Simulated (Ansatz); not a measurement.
## Pb under changes of volume

One of the cells (31.034 Å³/atom); the others are scaled copies at fixed shape and fractional positions:

```
CELL_PARAMETERS angstrom
-1.97966 1.97966 1.97966
1.97966 -1.97966 1.97966
1.97966 1.97966 -1.97966
ATOMIC_POSITIONS crystal
Pb 0.00000 0.00000 0.00000
```

This isn't the form of Pb at room conditions, which is fcc.

* Program: Ansatz 0.2.0
* Functional: PBEsol
* Potentials or basis: Ansatz PAW
* Cutoff: 420 eV (not typed: the program's choice for these potentials)
* k mesh: 9 × 9 × 9
* Occupations: fermi-dirac, width 0.05 eV
* Spin: no spin polarisation

```tsv
volume (Å³/atom)	energy over the lowest point (meV/atom)	pressure (GPa)
29.172	1.01	0.8
29.792	0.00	-0.2
30.413	2.97	-1.2
31.034	9.43	-2.0
31.654	18.90	-2.7
32.275	?	?
32.896	45.13	-3.8
```

Task: What does the run at 32.275 Å³/atom give?

Result: Energy over the lowest point 30.94 meV/atom; pressure -3.2 GPa.

Worked out: A Birch-Murnaghan fit of order 3 (a polynomial in V^(-2/3)) to the other rows has its minimum at 29.63 Å³/atom with B0 = V·E''(V) = 51 GPa and B' = 6.0. It gives 30.91 meV/atom at 32.275 Å³/atom, against the run's 30.94, and -dE/dV = -3.4 GPa, against -3.2.

Energies are extrapolated to zero smearing.

Caveats: the PAW data sets come from PBE, with cores solved anew for the run's functional, which leaves a small shift of forces and pressure.
